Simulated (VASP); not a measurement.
Set up this calculation in VASP 6.6.1, as the native input.

| Item | Value |
| --- | --- |
| Task | single point |
| Functional | PBEsol |
| Potentials or basis | VASP PAW PBE potentials, release 64 (Be) |
| Cutoff | 520 eV |
| k mesh | 10 × 10 × 10 |
| Occupations | gaussian, width 0.1 eV |
| Spin | no spin polarisation |
| Dipole correction | no |
| Further INCAR settings | ALGO = Normal; EDIFF = 1e-06; NBANDS = 7 |

The structure of Be lies in POSCAR:

```
Be
1.0
   -1.2531209513      1.2531209513      1.2531209513
    1.2531209513     -1.2531209513      1.2531209513
    1.2531209513      1.2531209513     -1.2531209513
Be
1
Direct
    0.0000000000      0.0000000000      0.0000000000
```

This isn't the form of Be at room conditions, which is hcp.

The input as run:

INCAR

```
PREC = Accurate ; ENCUT = 520
EDIFF = 1E-6 ; ISMEAR = 0
SIGMA = 0.1 ; LREAL = False
LASPH = True ; NELM = 80
ALGO = Normal ; ISIF = 2
LWAVE = False ; LCHARG = True
GGA = PS ; LELF = True
LVHAR = True ; NBANDS = 7
```

KPOINTS

```
regular mesh
0
Gamma
  10 10 10
```

Potentials or basis: VASP PAW PBE potentials, release 64 (Be).

Run with:

```sh
$ cat potpaw_PBE.64/Be/POTCAR > POTCAR
$ mpirun -np 1 vasp_std > vasp.out
```

Results of the run:

* Pressure: -1.5 GPa
* Band gap on the k mesh: none (metal or under the smearing width)

Caveat: the PAW data sets were made with another functional, which shifts forces and pressure a little.

It took 2.8 s on 1 thread of Intel(R) Xeon(R) Platinum 8375C CPU @ 2.90GHz (Ice Lake), on a shared host, peak memory 0.11 GiB.
